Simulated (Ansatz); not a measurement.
## Calculated coordination and ²⁷Al quadrupole coupling for Al2O3

Cell: a computed structure from the Materials Project (it need not be an observed phase), taken as it stands.

```cif
data_structure
_symmetry_space_group_name_H-M 'P 1'
_symmetry_Int_Tables_number 1
_cell_length_a 7.6863
_cell_length_b 7.6863
_cell_length_c 7.6863
_cell_angle_alpha 109.471
_cell_angle_beta 109.471
_cell_angle_gamma 109.471
_cell_volume 349.56
loop_
_atom_site_label
_atom_site_type_symbol
_atom_site_fract_x
_atom_site_fract_y
_atom_site_fract_z
_atom_site_occupancy
Al1 Al 0.50000 0.00000 0.00000 1
Al2 Al 0.96216 0.25000 0.21216 1
Al3 Al 0.78784 0.03784 0.75000 1
Al4 Al 0.71216 0.46216 0.25000 1
Al5 Al 0.75000 0.78784 0.03784 1
Al6 Al 0.75000 0.28784 0.53784 1
Al7 Al 0.46216 0.25000 0.71216 1
Al8 Al 0.00000 0.50000 0.00000 1
Al9 Al 0.50000 0.50000 0.50000 1
Al10 Al 0.00000 0.00000 0.50000 1
Al11 Al 0.53784 0.75000 0.28784 1
Al12 Al 0.25000 0.71216 0.46216 1
Al13 Al 0.25000 0.21216 0.96216 1
Al14 Al 0.28784 0.53784 0.75000 1
Al15 Al 0.21216 0.96216 0.25000 1
Al16 Al 0.03784 0.75000 0.78784 1
O17 O 0.77067 0.04587 0.49712 1
O18 O 0.72933 0.22645 0.27521 1
O19 O 0.27355 0.00288 0.04875 1
O20 O 0.95413 0.50288 0.22933 1
O21 O 0.45413 0.22479 0.45125 1
O22 O 0.77355 0.72479 0.27067 1
O23 O 0.04875 0.27355 0.00288 1
O24 O 0.45125 0.45413 0.22479 1
O25 O 0.72479 0.27067 0.77355 1
O26 O 0.77521 0.54875 0.54587 1
O27 O 0.00288 0.04875 0.27355 1
O28 O 0.49712 0.77067 0.04587 1
O29 O 0.99712 0.95125 0.72645 1
O30 O 0.22479 0.45125 0.45413 1
O31 O 0.27521 0.72933 0.22645 1
O32 O 0.50288 0.22933 0.95413 1
O33 O 0.54875 0.54587 0.77521 1
O34 O 0.95125 0.72645 0.99712 1
O35 O 0.54587 0.77521 0.54875 1
O36 O 0.22645 0.27521 0.72933 1
O37 O 0.04587 0.49712 0.77067 1
O38 O 0.72645 0.99712 0.95125 1
O39 O 0.22933 0.95413 0.50288 1
O40 O 0.27067 0.77355 0.72479 1
```

Sites (sets of like atoms) are named by element and the number of their first atom in this list.

Level of theory: DFT, r2SCAN, plane waves and PAW, scalar-relativistic, 500 eV cutoff, Γ-centred 4×4×4 k-points, Fermi–Dirac smearing 0.02 eV (Ansatz 0.2.0).

Q(²⁷Al) = 146.6 mb.

(1) Order the Al environments from the weakest to the strongest quadrupole coupling.
A. Al1: 6 O at 1.90 Å
B. Al2: 6 O at 1.85–1.97 Å

Answers

(1) A (3.26 MHz, η = 0.00), B (7.76 MHz, η = 0.48).

An axis of threefold or higher order runs through Al1, so V_zz lies along it and η is zero. Like point charges on the first shell alone (each adding as 1/d³) would put Al1 above Al2: the covalent part of each bond and the atoms beyond the first shell count as well.

With these PAW files V_zz is typically within 2 to 3 % of all-electron values, but misses above 10 % occur on Al.
